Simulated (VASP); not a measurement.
Set up this calculation in VASP 6.6.1, as the native input.

| Item | Value |
| --- | --- |
| Task | relaxation of cell and atoms |
| Functional | PBE |
| Potentials or basis | VASP PAW PBE potentials, release 64 (B, As) |
| Cutoff | 600 eV |
| k mesh | 9 × 9 × 9 |
| Occupations | fermi-dirac, width 0.05 eV |
| Spin | no spin polarisation |
| Target pressure | 2 GPa |
| Further INCAR settings | ALGO = Fast; EDIFF = 1e-06; IBRION = 2; EDIFFG = -0.01; NSW = 40; ISIF = 3 |
| Target pressure | 2 GPa |

The structure of BAs lies in POSCAR:

```
BAs
1.0
    2.9343700000      0.0000000000      0.0000000000
    0.0000000000      2.9343700000      0.0000000000
    0.0000000000      0.0000000000      2.9343700000
B As
1 1
Direct
    0.5000000000      0.5000000000      0.5000000000
    0.0000000000      0.0000000000      0.0000000000
```

The cell was built by a generator and needn't be a form met in nature.

The input as run:

INCAR

```
PREC = Accurate
ENCUT = 600
EDIFF = 1E-6
ISMEAR = -1
SIGMA = 0.05
LREAL = F
LASPH = T
NELM = 60
ALGO = Fast
ISIF = 3
LWAVE = F
LCHARG = F
GGA = PE
IBRION = 2
NSW = 40
EDIFFG = -0.01
PSTRESS = 20
```

KPOINTS

```
regular mesh
0
Gamma
  9 9 9
```

Potentials or basis: VASP PAW PBE potentials, release 64 (B, As).

Launch:

```console
$ cat potpaw_PBE.64/B/POTCAR potpaw_PBE.64/As/POTCAR > POTCAR
$ mpirun -np 1 vasp_std > vasp.out
```

It gave:

```
Relaxed volume                                         : 12.45 Å³/atom
Relaxed cell                                           : a = 2.920 Å, b = 2.920 Å, c = 2.920 Å, α = 90.00°, β = 90.00°, γ = 90.00°
Space group after relaxing (to 0.05 Å)                 : Pm-3m (No. 221)
Energy change on relaxing (the enthalpy is what falls) : +1.4 meV/atom
Ionic steps                                            : 3
Pressure after relaxing                                : 2.0 GPa
Band gap on the k mesh                                 : none (metal or under the smearing width)
```

Caveat: the cell is relaxed towards a set pressure, so the enthalpy falls and the energy may rise.

Wall time 5.7 s on 1 thread of Intel(R) Xeon(R) 6975P-C (Granite Rapids) (shared host), peak memory 0.14 GiB.
